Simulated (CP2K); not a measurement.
Set up this calculation in CP2K 2026.2, as the native input.

```yaml
Task: density of states
Functional: LDA
Potentials_or_basis: GTH_POTENTIALS Pt GTH-PADE-q18, Al GTH-PADE-q3; TZVP-MOLOPT-PBE-GTH basis
Density_cutoff: 6123 eV
k_mesh: 9 × 9 × 9
Occupations: gaussian, width 0.05 eV
Spin: no spin polarisation
SCF_solver: diagonalisation with k points
Quickstep_method: GPW
EPS_DEFAULT: 1.0E-10
EPS_SCF: 1.0E-6
MAX_SCF: 100
SCF_GUESS: ATOMIC
k_points_reduced_by_the_point_group: yes
Mesh_centred_on_Gamma: yes
CHOLESKY: OFF
EPS_EIGVAL: 1.0E-7
MIXING_METHOD: BROYDEN_MIXING
MIXING_ALPHA: 0.4
NBUFFER: 8
NGRIDS: 4
Basis_sets: Pt TZVP-MOLOPT-PBE-GTH-q18, Al TZVP-MOLOPT-PBE-GTH-q3
Potentials: Pt GTH-PADE-q18 of GTH_POTENTIALS, Al GTH-PADE-q3 of GTH_POTENTIALS
ADDED_MOS: "[13]"
Shape_of_the_broadening: LORENTZIAN
Broadening_of_the_DOS_eV: 0.1 eV
Step_of_the_DOS_eV: 0.05 eV
REL_CUTOFF_Ry: 60 Ry
MIXING_BETA_1/bohr: 1.5 1/bohr
CUTOFF_of_the_grids: 450 Ry
```

Crystal: AlPt.

```xyz
2
Lattice="3.0915 0.0000 0.0000 0.0000 3.0915 0.0000 0.0000 0.0000 3.0915" Properties=species:S:1:pos:R:3 pbc="T T T"
Pt    1.5458    1.5458    1.5458
Al    0.0000    0.0000    0.0000
```

Measurements of this composition are mostly on another form, of space group No. 198.

The input as run:

alpt_dos.inp

```
&GLOBAL
  PROJECT alpt_dos
  RUN_TYPE ENERGY_FORCE
  PRINT_LEVEL LOW
&END GLOBAL
&FORCE_EVAL
  METHOD QS
  STRESS_TENSOR ANALYTICAL
  &DFT
    BASIS_SET_FILE_NAME BASIS_MOLOPT_UZH
    POTENTIAL_FILE_NAME GTH_POTENTIALS
    &MGRID
      CUTOFF 450
      REL_CUTOFF 60
      NGRIDS 4
    &END MGRID
    &QS
      METHOD GPW
      EPS_DEFAULT 1.0E-10
    &END QS
    &KPOINTS
      SCHEME MONKHORST-PACK 9 9 9
      GAMMA_CENTERED T
      SYMMETRY T
      SYMMETRY_BACKEND SPGLIB
    &END KPOINTS
    &SCF
      SCF_GUESS ATOMIC
      EPS_SCF 1.0E-6
      MAX_SCF 100
      ADDED_MOS 13
      CHOLESKY OFF
      EPS_EIGVAL 1.0E-7
      &DIAGONALIZATION ON
        ALGORITHM STANDARD
      &END DIAGONALIZATION
      &MIXING ON
        METHOD BROYDEN_MIXING
        ALPHA 0.4
        BETA 1.5
        NBUFFER 8
      &END MIXING
      &SMEAR ON
        METHOD GAUSSIAN
        SIGMA [eV] 0.05
      &END SMEAR
    &END SCF
    &XC
      &XC_FUNCTIONAL
        &LDA_X
        &END LDA_X
        &LDA_C_PW
        &END LDA_C_PW
      &END XC_FUNCTIONAL
    &END XC
    &PRINT
      &KPOINTS ON
      &END KPOINTS
      &MULLIKEN ON
      &END MULLIKEN
      &MO ON
        ENERGIES T
        OCCUPATION_NUMBERS T
        &EACH
          QS_SCF 0
        &END EACH
        ADD_LAST NUMERIC
      &END MO
      &DOS ON
        &CURVE
          ENERGY_UNIT EV
          ENERGY_ZERO ABSOLUTE
          &BROADEN
            TYPE LORENTZIAN
            WIDTH [eV] 0.1
          &END BROADEN
        &END CURVE
        DELTA_E 0.001837
      &END DOS
    &END PRINT
  &END DFT
  &SUBSYS
    &CELL
      A 3.0915460000 0.0000000000 0.0000000000
      B 0.0000000000 3.0915460000 0.0000000000
      C 0.0000000000 0.0000000000 3.0915460000
      PERIODIC XYZ
    &END CELL
    &COORD
      SCALED
      Pt  0.5000000000 0.5000000000 0.5000000000
      Al  0.0000000000 0.0000000000 0.0000000000
    &END COORD
    &KIND Pt
      BASIS_SET TZVP-MOLOPT-PBE-GTH-q18
      POTENTIAL GTH-PADE-q18
    &END KIND
    &KIND Al
      BASIS_SET TZVP-MOLOPT-PBE-GTH-q3
      POTENTIAL GTH-PADE-q3
    &END KIND
    &PRINT
      &ATOMIC_COORDINATES ON
      &END ATOMIC_COORDINATES
      &CELL ON
      &END CELL
    &END PRINT
  &END SUBSYS
  &PRINT
    &FORCES ON
    &END FORCES
    &STRESS_TENSOR ON
    &END STRESS_TENSOR
  &END PRINT
&END FORCE_EVAL
```

Potentials or basis: GTH_POTENTIALS Pt GTH-PADE-q18, Al GTH-PADE-q3; TZVP-MOLOPT-PBE-GTH basis.

The run is started by

```console
$ OMP_NUM_THREADS=1 cp2k.psmp -i alpt_dos.inp -o alpt_dos.out
```

Results of the run:

```
Pressure               : -20.0 GPa
Band gap on the k mesh : none (metal or under the smearing width)
Mulliken charges       : Pt -0.81; Al +0.81 e
```

Caveat: Mulliken charges move with the basis; so large a pressure means that the cell lies far from this level's equilibrium, or that cutoff or potentials fall short; the basis of atomic orbitals isn't converged, which shifts pressures, moduli and gaps.

Run time: 58 s on 1 thread of Arm Neoverse V1 (shared host), peak memory 0.29 GiB.
